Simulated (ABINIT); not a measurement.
# Ge (Fd-3m) in ABINIT: settings compared, part 2 of 2

ABINIT 10.8.3 (patched build).

### 3 Single point, PBE

run.abi reads:

```
# Pseudopotentials
pp_dirpath "./"
pseudos "Ge.GGA_PBE-JTH.xml"

# Structure
acell 4.0006828887 4.0006828887 4.0006828887 Angstrom
rprim
     0.0000000000     0.7071067812     0.7071067812
     0.7071067812     0.0000000000     0.7071067812
     0.7071067812     0.7071067812     0.0000000000
ntypat 1
znucl 32
natom 2
typat 1 1
xred
     0.7500000000     0.7500000000     0.7500000000
     0.5000000000     0.5000000000     0.5000000000

# Plane-wave basis
ecut 20.0
pawecutdg 40.0

# k points
kptopt 1
ngkpt 10 10 10
nshiftk 1
shiftk 0.0 0.0 0.0

# Exchange and correlation
ixc 11

# Bands and occupations
nband 18
occopt 3
tsmear 0.05 eV

# SCF cycle
nstep 100
tolvrs 1.0e-9

# Output
iomode 3
prtwf 0
prteig 0
prtebands 0
prtden 1
prtvha 1
prtvclmb 1
prtpot 1
```

Potentials or basis: JTH PAW PBE v2.0.

On the command line:

```sh
$ abinit run.abi > log 2>&1
```

run.abo:

```text
.Version 10.8.3 of ABINIT
 Symmetries : space group Fd -3 m (#227); Bravais cF (face-center cubic)
================================================================================
 Values of the parameters that define the memory need of the present run
     intxc =       0    ionmov =       0      iscf =      17    lmnmax =      18
     lnmax =       6     mgfft =      32  mpssoang =       3    mqgrid =    3001
     natom =       2  nloc_mem =       2    nspden =       1   nspinor =       1
    nsppol =       1      nsym =      48    n1xccc =       1    ntypat =       1
    occopt =       3   xclevel =       2
       mpw =        1326          nfft =       32768          nkpt =          47
 PAW method is used; the additional fine FFT grid is defined by:
   mgfftf=        45    nfftf =     91125
================================================================================
================================================================================

--------------------------------------------------------------------------------
------------- Echo of variables that govern the present computation ------------
--------------------------------------------------------------------------------
 -outvars: echo values of preprocessed input variables --------
            acell      7.5601949762E+00  7.5601949762E+00  7.5601949762E+00 Bohr
              amu      7.26100000E+01
             ecut      2.00000000E+01 Hartree
              ixc          11
         kptrlatt       10    0    0      0   10    0      0    0   10
          kptrlen      7.56019498E+01
            natom           2
            nband          18
            ngfft          32      32      32
          ngfftdg          45      45      45
             nkpt          47
            nstep         100
             nsym          48
           ntypat           1
           occopt           3
        pawecutdg      4.00000000E+01 Hartree
         pawxcdev           0
        prtebands           0
           prteig           0
           prtpot           1
         prtvclmb           1
           prtvha           1
            prtwf           0
            rprim      0.0000000000E+00  7.0710678120E-01  7.0710678120E-01
                       7.0710678120E-01  0.0000000000E+00  7.0710678120E-01
                       7.0710678120E-01  7.0710678120E-01  0.0000000000E+00
          spgroup         227
           tolvrs      1.00000000E-09
           tsmear      1.83746611E-03 Hartree
            typat      1  1
           useylm           1
[... 148 lines left out ...]
 kpt#   1, nband= 18, wtk=  0.00100, kpt=  0.0000  0.0000  0.0000 (reduced coord)
  -0.65533   -0.65533   -0.65533   -0.65399   -0.65399   -0.64619   -0.64619   -0.64619
  -0.64572   -0.64572   -0.21387    0.25610    0.25610    0.25610    0.25648    0.35003
   0.35003    0.35003
      occupation numbers for kpt#   1
   2.00000    2.00000    2.00000    2.00000    2.00000    2.00000    2.00000    2.00000
   2.00000    2.00000    2.00000    1.39799    1.39799    1.39799    1.30743    0.00000
   0.00000    0.00000
 prteigrs : prtvol=0 or 1, do not print more k-points.

--- !EnergyTerms
iteration_state     : {dtset: 1, }
comment             : Components of total free energy in Hartree
kinetic             :  1.30678626286878E+01
hartree             :  4.44773924327122E+01
xc                  : -4.63283124226497E+00
Ewald energy        : -9.87503790321150E+01
psp_core            :  3.71373063522349E+00
local_psp           : -1.44315102213426E+02
PAW spherical_terms : -4.71784010198056E+00
internal            : -1.91157166893163E+02
'-kT*entropy'       : -1.72497198122535E-05
total_energy        : -1.91157184142883E+02
total_energy_eV     : -5.20165197140610E+03
...

--- !EnergyTermsDC
iteration_state     : {dtset: 1, }
comment             : '"Double-counting" decomposition of free energy'
band_energy         : -1.26205229416777E+01
Ewald energy        : -9.87503790321150E+01
psp_core            :  3.71373063522349E+00
xc_dc               : -4.32729002058732E+01
PAW spherical_terms : -4.02270944555405E+01
internal            : -1.91157165999983E+02
'-kT*entropy'       : -1.72497198122535E-05
total_energy_dc     : -1.91157183249703E+02
total_energy_dc_eV  : -5.20165194710143E+03
...

--- !EnergyTermsWithPAWCore
iteration_state     : {dtset: 1, }
comment             : 'Components of total free energy, including PAW core contributions'
Total energy        : -4.19799367232500E+03
Total energy DC     : -4.19799367143182E+03
Total energy (eV)   : -1.14233227275820E+05
Total energy DC (eV): -1.14233227251515E+05
...

 Cartesian components of stress tensor (hartree/bohr^3)
  sigma(1 1)= -1.01267300E-04  sigma(3 2)=  0.00000000E+00
  sigma(2 2)= -1.01267300E-04  sigma(3 1)=  0.00000000E+00
  sigma(3 3)= -1.01267300E-04  sigma(2 1)=  0.00000000E+00

-Cartesian components of stress tensor (GPa)         [Pressure=  2.9794E+00 GPa]
- sigma(1 1)= -2.97938684E+00  sigma(3 2)=  0.00000000E+00
- sigma(2 2)= -2.97938684E+00  sigma(3 1)=  0.00000000E+00
- sigma(3 3)= -2.97938684E+00  sigma(2 1)=  0.00000000E+00

== END DATASET(S) ==============================================================
================================================================================

 -outvars: echo values of variables after computation  --------
            acell      7.5601949762E+00  7.5601949762E+00  7.5601949762E+00 Bohr
           etotal     -1.9115718325E+02
            fcart     -7.8701165387E-31  0.0000000000E+00  1.5740233077E-30
                       7.8701165387E-31  1.7516230804E-46 -1.5740233077E-30
            rprim      0.0000000000E+00  7.0710678120E-01  7.0710678120E-01
                       7.0710678120E-01  0.0000000000E+00  7.0710678120E-01
                       7.0710678120E-01  7.0710678120E-01  0.0000000000E+00
           strten     -1.0126730043E-04 -1.0126730043E-04 -1.0126730043E-04
                       0.0000000000E+00  0.0000000000E+00  0.0000000000E+00
           xangst      4.2433650000E+00  4.2433650000E+00  4.2433650000E+00
                       2.8289100000E+00  2.8289100000E+00  2.8289100000E+00
             xred      7.5000000000E-01  7.5000000000E-01  7.5000000000E-01
                       5.0000000000E-01  5.0000000000E-01  5.0000000000E-01
 Calculation completed.
```

Wall time 40 s (1 thread of Arm Neoverse V1, shared host); peak memory 0.14 GiB.

Results:

- Free energy: -5201.6519 eV
- Band gap on the k mesh: none (metal or under the smearing width)
- Valence electrons inside the program's atomic spheres: Ge 12.40, 12.39 (radii [1.2196] Å)

Caveat: the cutoff is too short for stress, so the log's stress isn't used; this crystal is a semiconductor, whose small gap the functional closes, so the metal is an error of the method.

### 4 Single point, r2SCAN

run.abi reads:

```
# Pseudopotentials
pp_dirpath "./"
pseudos "Ge.GGA_PBE-JTH.xml"

# Structure
acell 7.5601949712 7.5601949712 7.5601949712
rprim
     0.0000000000     0.7071067812     0.7071067812
     0.7071067812     0.0000000000     0.7071067812
     0.7071067812     0.7071067812     0.0000000000
ntypat 1
znucl 32
natom 2
typat 1 1
xred
     0.7500000000     0.7500000000     0.7500000000
     0.5000000000     0.5000000000     0.5000000000

# Plane-wave basis
ecut 24.0
pawecutdg 46.0

# k points
kptopt 1
ngkpt 3 3 3
nshiftk 1
shiftk 0.0 0.0 0.0

# Exchange and correlation
ixc -497498
usekden 1
pawxcdev 0

# Bands and occupations
nband 18
occopt 3
tsmear 0.00183747

# SCF cycle
nstep 100
tolvrs 1.0e-7

# Output
iomode 3
prtwf 0
prtden 0
prteig 0
prtebands 0
enunit 2
```

On the command line:

```sh
$ abinit run.abi > log 2>&1
```

Run time: 29 s. Hardware: 1 thread of Arm Neoverse V1, shared host; peak memory 0.15 GiB.

It converged, with:

- Free energy: -4809.9567 eV
- Pressure: 1.6 GPa
- Band gap on the k mesh: 0.41 eV, direct
- Valence electrons inside the program's atomic spheres: Ge 12.41 (radii [1.2196] Å)

Levels at points of the mesh, in eV from the valence-band top:
```tsv
k point	band 12	band 13	band 14	band 15	band 16	band 17
(0.00, 0.00, 0.00)	0.00	0.00	0.00	0.41	2.71	2.71
```

Caveat: the k mesh is coarse (spacing up to 0.64 Å⁻¹), so the values aren't converged; totals of a meta-GGA on PAW files have another zero than those of a GGA; the PAW data sets were made with another functional, which shifts forces and pressure a little; an odd mesh through Γ misses points on the zone boundary, where band edges often lie.

### 5 Single point, r2SCAN

run.abi reads:

```
pp_dirpath "./"
pseudos "Ge.GGA_PBE-JTH.xml"

acell 3*1.0 Angstrom
rprim
     0.0000000000     2.8289100000     2.8289100000
     2.8289100000     0.0000000000     2.8289100000
     2.8289100000     2.8289100000     0.0000000000
ntypat 1
znucl 32
natom 2
typat 1 1
xred
     0.7500000000     0.7500000000     0.7500000000
     0.5000000000     0.5000000000     0.5000000000

ecut 24.0
pawecutdg 46.0

kptopt 1
ngkpt 6 6 6
nshiftk 1
shiftk 0.0 0.0 0.0

ixc -497498
usekden 1
pawxcdev 0

nband 18
occopt 3
tsmear 0.05 eV

nstep 100
tolvrs 1.0e-7

iomode 3
prtwf 0
prtden 0
prteig 0
prtebands 0
enunit 2
```

On the command line:

```sh
$ abinit run.abi > log 2>&1
```

Wall time 67 s (1 thread of Arm Neoverse V1, shared host); peak memory 0.16 GiB.

It converged, with:

* Free energy: -4810.6660 eV
* Pressure: 0.6 GPa
* Band gap on the k mesh: 0.40 eV, direct
* Valence electrons inside the program's atomic spheres: Ge 12.40 (radii [1.2196] Å)

Levels at points of the mesh, in eV from the valence-band top:
```
           k point  band 12  band 13  band 14  band 15  band 16  band 17
(0.00, 0.00, 0.00)     0.00     0.00     0.00     0.40     2.73     2.73
(0.50, 0.00, 0.00)    -7.89    -1.49    -1.49     0.44     4.02     4.02
(0.50, 0.50, 0.00)    -9.23    -3.24    -3.24     0.99     0.99    10.11
```

Caveat: totals of a meta-GGA on PAW files have another zero than those of a GGA; the PAW data sets were made with another functional, which shifts forces and pressure a little.

### 6 Single point, PBEsol

run.abi reads:

```
# Pseudopotentials
pp_dirpath "./"
pseudos "Ge.GGA_PBE-JTH.xml"

# Structure
acell 7.5601949712 7.5601949712 7.5601949712
rprim
     0.0000000000     0.7071067812     0.7071067812
     0.7071067812     0.0000000000     0.7071067812
     0.7071067812     0.7071067812     0.0000000000
ntypat 1
znucl 32
natom 2
typat 1 1
xred
     0.7500000000     0.7500000000     0.7500000000
     0.5000000000     0.5000000000     0.5000000000

# Plane-wave basis
ecut 20.0
pawecutdg 40.0

# k points
kptopt 1
ngkpt 5 5 5
nshiftk 1
shiftk 0.0 0.0 0.0

# Exchange and correlation
ixc -116133

# Bands and occupations
nband 18
occopt 3
tsmear 0.05 eV

# SCF cycle
nstep 100
tolvrs 1.0e-9

# Output
iomode 3
prtwf 0
prtden 0
prteig 0
prtebands 0
```

Potentials or basis: JTH PAW PBE v2.0.

On the command line:

```sh
$ abinit run.abi > log 2>&1
```

Wall time 16 s (1 thread of Arm Neoverse V1, shared host); peak memory 0.11 GiB.

Results (log left out):

```
Free energy                                           : -5200.3728 eV
Band gap on the k mesh                                : none (metal or under the smearing width)
Valence electrons inside the program's atomic spheres : Ge 12.39 (radii [1.2196] Å)
```

Levels at points of the mesh, in eV from the Fermi level:
```tsv
k point	band 10	band 11	band 12	band 13	band 14	band 15	band 16	band 17	band 18
(0.00, 0.00, 0.00)	-24.52	-12.85	-0.06	-0.03	-0.03	-0.03	2.49	2.49	2.49
```

Caveat: the k mesh is coarse (spacing up to 0.38 Å⁻¹), so the values aren't converged; the cutoff is too short for stress, so the log's stress isn't used; the PAW data sets were made with another functional, which shifts forces and pressure a little; this crystal is a semiconductor, whose small gap the functional closes, so the metal is an error of the method.

### 7 The runs side by side

```tsv
level	k mesh	cutoff (eV)	fine-grid cutoff	mesh quality	gap on the mesh (eV)	pressure (GPa)
PBE	5 × 5 × 5	544	1088.46 eV	coarse	none	-
PBE	10 × 10 × 10	544	1088.46 eV	not flagged	none	-
r2SCAN	3 × 3 × 3	653	1251.72 eV	coarse	0.41	1.6
r2SCAN	6 × 6 × 6	653	1251.72 eV	not flagged	0.40	0.6
PBEsol	5 × 5 × 5	544	1088.46 eV	coarse	none	-
```

Alike in all rows: task single point; potentials or basis JTH PAW PBE v2.0; no spin polarisation; cell as given; smearing fermi-dirac 0.05 eV.

Caveats: some runs use coarse meshes; this crystal is a semiconductor, whose small gap the functional closes, so the metal is an error of the method (some runs); the PAW data sets were made with another functional, which shifts forces and pressure a little (some runs); totals of a meta-GGA on PAW files have another zero than those of a GGA (some runs); an odd mesh through Γ misses points on the zone boundary, where band edges often lie (some runs).

Total energies depend on the potentials used, so only differences within one code and one set of settings carry meaning.

### 8 How close it comes

Step 3. A measured gap of Ge is 0.744 eV (indirect; 0 K; “Temperature-dependent photoluminescence in Ge: experiment and theory”, 2020, arxiv:2003.00143); the calculated 0.00 eV misses it by -0.74 eV. 3 values of this kind are on record (0.666 to 0.807 eV); this one was drawn at random among those near their median. Spin-orbit coupling on Ge is left out. The value is that of PBE on a finite k mesh, which can miss the band edges, without temperature or zero-point motion. Semilocal functionals fall short of measured gaps as a rule.

Step 5. A measured gap of Ge is 0.744 eV (indirect; 0 K; “Temperature-dependent photoluminescence in Ge: experiment and theory”, 2020, arxiv:2003.00143); the calculated 0.40 eV misses it by -0.35 eV. 3 values of this kind are on record (0.666 to 0.807 eV); this one was drawn at random among those near their median. Spin-orbit coupling on Ge is left out. The value is that of r2SCAN on a finite k mesh, which can miss the band edges, without temperature or zero-point motion.
